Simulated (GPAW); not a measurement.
# CdS (Greenockite) in GPAW: convergence with k mesh

CdS (Greenockite):

```
Cd S
1.0
     4.15000    0.00000    0.00000
    -2.07500    3.59401    0.00000
     0.00000    0.00000    6.73700
Cd S
2 2
Cartesian
  2.0750 1.1980 3.3685
  0.0000 2.3960 0.0000
  2.0750 1.1980 5.8949
  0.0000 2.3960 2.5264
```

- Program: GPAW 26.7.0
- Task: convergence study
- Functional: PBE
- Potentials or basis: GPAW PAW data sets (gpaw-data 1.2.1)
- Cutoff: 600 eV
- Basis: pw
- k mesh: 2 × 2 × 1
- Occupations: fermi-dirac, width 0.05 eV
- Spin: no spin polarisation

These are the settings of the first run; the series varies k mesh, with any setting tied to it.

Hardware: 1 thread of Arm Neoverse V1, on a shared host.

Question: The values tried are 2 × 2 × 1, 3 × 3 × 2, 4 × 4 × 2, 5 × 5 × 3, 6 × 6 × 3, 7 × 7 × 4, 8 × 8 × 5, 10 × 10 × 6, loosest first. From which on does the gap on the mesh stay within 0.01 eV of the tightest run that finished?

Answer: From 4 × 4 × 2 on.

```
     k mesh  energy less the tightest run, at zero smearing (meV/atom)  pressure (GPa)  largest force (eV/Å)  gap on the mesh (eV)  SCF cycles  CPU time (s)  peak memory (GiB)
  2 × 2 × 1                                                     188.46            2.55                 0.070                 1.101          10             7               0.17
  3 × 3 × 2                                                      39.28            2.14                 0.018                 1.156          10            14               0.18
  4 × 4 × 2                                                       8.66            1.87                 0.054                 1.172          10            17               0.18
  5 × 5 × 3                                                       2.38            1.84                 0.064                 1.175          10            24               0.19
  6 × 6 × 3                                                       0.95            1.83                 0.067                 1.177          10            33                0.2
  7 × 7 × 4                                                       0.23            1.82                 0.067                 1.177          10            53               0.23
  8 × 8 × 5                                                       0.07            1.82                 0.068                 1.177          10            74               0.26
10 × 10 × 6                                                       0.00            1.82                 0.068                 1.177          10           130               0.33
```

Against the tightest run, the energy stays within 1 meV/atom from 6 × 6 × 3 on; the pressure stays within 0.1 GPa from 4 × 4 × 2 on; the largest force stays within 0.005 eV/Å from 5 × 5 × 3 on. Meshes of other sizes hit other points, so gaps and Fermi surfaces needn't settle smoothly. The tightest run that finished is the yardstick and may itself not be fully converged.
